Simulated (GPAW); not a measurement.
Wanted: an ASE script for a GPAW 26.7.0 run.

| Quantity | Value |
| --- | --- |
| Task | single point |
| Functional | PBE |
| Potentials or basis | GPAW PAW data sets (gpaw-data 1.2.1) |
| Cutoff | 600 eV |
| Basis | pw |
| k mesh | 6 × 6 × 4 |
| Occupations | fermi-dirac, width 0.05 eV |
| Spin | no spin polarisation |
| Maxiter | 120 |
| Convergence | default |

The structure of HfO2 lies in POSCAR:

```
HfO2
1.0
    3.5580193300      0.0000000000      0.0000000000
    0.0000000000      3.5580193300      0.0000000000
    0.0000000000      0.0000000000      5.1718612100
Hf O
2 4
Direct
    0.0000000000      0.0000000000      0.0000000000
    0.5000000000      0.5000000000      0.5000000000
    0.0000000000      0.5000000000      0.1972078800
    0.5000000000      0.0000000000      0.3027921200
    0.5000000000      0.0000000000      0.8027921200
    0.0000000000      0.5000000000      0.6972078800
```

Measurements of this composition are mostly on another form, of space group No. 14.

The input as run:

run.py

```python
from ase.dft.bandgap import bandgap
from ase.io import read, write
from ase.units import GPa
from gpaw import GPAW, PW

atoms = read('POSCAR')

calc = GPAW(mode=PW(600),
            xc='PBE',
            kpts={'size': (6, 6, 4), 'gamma': True},
            occupations={'name': 'fermi-dirac', 'width': 0.05},
            nbands=43,
            maxiter=120,
            txt='gpaw.txt')
atoms.calc = calc
energy = atoms.get_potential_energy()
forces = atoms.get_forces()
stress = atoms.get_stress()
calc.write('gs.gpw')
write('result.traj', atoms)
print(f'Energy: {energy:.6f} eV')
print('Forces (eV/A):')
print(forces.round(4))
print('Stress (GPa):', (stress / GPa).round(3))
print('Fermi level:', round(calc.get_fermi_level(), 4), 'eV')
print(f'Gap: {bandgap(calc)[0]:.4f} eV, direct: {bandgap(calc, direct=True)[0]:.4f} eV')
```

Potentials or basis: GPAW PAW data sets (gpaw-data 1.2.1), pw.

Command:

```sh
$ OMP_NUM_THREADS=1 python run.py
```

It gave:

| Property | Result |
| --- | --- |
| Pressure | 4.9 GPa |
| Largest force | 0.267 eV/Å |
| Band gap on the k mesh | 4.74 eV, indirect (least direct gap 4.83 eV) |

Caveat: the cutoff is short for stress and forces, so pressures can be off by a GPa or more; spin-orbit coupling is left out, which moves the levels of the heavy elements.

Run time: 62 s on 1 thread of Arm Neoverse V1, with other jobs on the host, peak memory 0.21 GiB.
